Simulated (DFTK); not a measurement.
# Mo under changes of volume

One of the cells (15.892 Å³/atom); the others are scaled copies at fixed shape and fractional positions:

```
Mo
1.0
    -1.58381    1.58381    1.58381
     1.58381   -1.58381    1.58381
     1.58381    1.58381   -1.58381
Mo
1
Direct
  0.00000 0.00000 0.00000
```

* Program: DFTK 0.8.2
* Functional: r2SCAN
* Potentials or basis: SG15 1.2 (PBE)
* Cutoff: 1225 eV
* k mesh: 7 × 7 × 7
* Occupations: fermi-dirac, width 0.05 eV
* Spin: no spin polarisation

```tsv
volume (Å³/atom)	energy over the lowest point (meV/atom)	pressure (GPa)
14.938	28.03	13.7
15.256	7.60	6.9
15.574	0.00	0.8
15.892	?	?
16.209	18.12	-9.5
16.527	41.57	-13.9
16.845	73.26	-17.9
```

Task: What does the run at 15.892 Å³/atom give?

Result: Energy over the lowest point 3.91 meV/atom; pressure -4.6 GPa.

Worked out: A Birch-Murnaghan fit of order 3 (a polynomial in V^(-2/3)) to the other rows has its minimum at 15.62 Å³/atom with B0 = V·E''(V) = 280 GPa and B' = 4.4. It gives 3.94 meV/atom at 15.892 Å³/atom, against the run's 3.91, and -dE/dV = -4.7 GPa, against -4.6.

Energies are extrapolated to zero smearing.

Caveats: all runs use coarse meshes; the potentials were made for another functional, which shifts forces and pressure.
